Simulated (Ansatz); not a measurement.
How far is this Cd2Te3 from the hull?

Level of theory: DFT PBE, scalar-relativistic, plane waves, PAW in Ansatz. All cells share a 420 eV cutoff and Γ-centred k meshes spaced at most about 0.3 Å⁻¹ (about 0.25 or finer for metals, 2π included). No spin polarisation.

Formation energies are uncorrected and refer to the elements' standard structures at the same level.

These are static total energies at zero pressure. Spin–orbit coupling, which can matter for Te, is left out. The reference form of Te is held partly by dispersion forces, which this level lacks.

The competitors are the elements and 1 reference phase of this chemical system (from databases or known types: CdTe), relaxed at the same level; other known phases may be missing.

The candidate was reached from: In2Au3 type (P-3m1).

```
CELL_PARAMETERS angstrom
4.62329 0.00000 0.00000
-2.31164 4.00388 0.00000
0.00000 0.00000 8.53020
ATOMIC_POSITIONS crystal
Cd 0.66667 0.33333 0.39363
Cd 0.33333 0.66667 0.60637
Te 0.66667 0.33333 0.76118
Te 0.33333 0.66667 0.23882
Te 0.00000 0.00000 0.00000
```

Q: Into what would it decompose?

A: Its formation energy is 0.001 eV/atom. The lowest competing mixture at this composition is this:

| phase | space group | source | share of atoms | ΔE_f (eV/atom) |
| --- | --- | --- | --- | --- |
| Te | - | element | 0.2000 | 0.000 |
| CdTe | F-43m (No. 216) | COD | 0.8000 | -0.464 |

The mixture lies at -0.371 eV/atom, and the candidate lies 0.37 eV/atom above it. The candidate matches no cell in the subsets of the Crystallography Open Database and the Materials Project at hand. A phase this far over the hull is unlikely to be made.
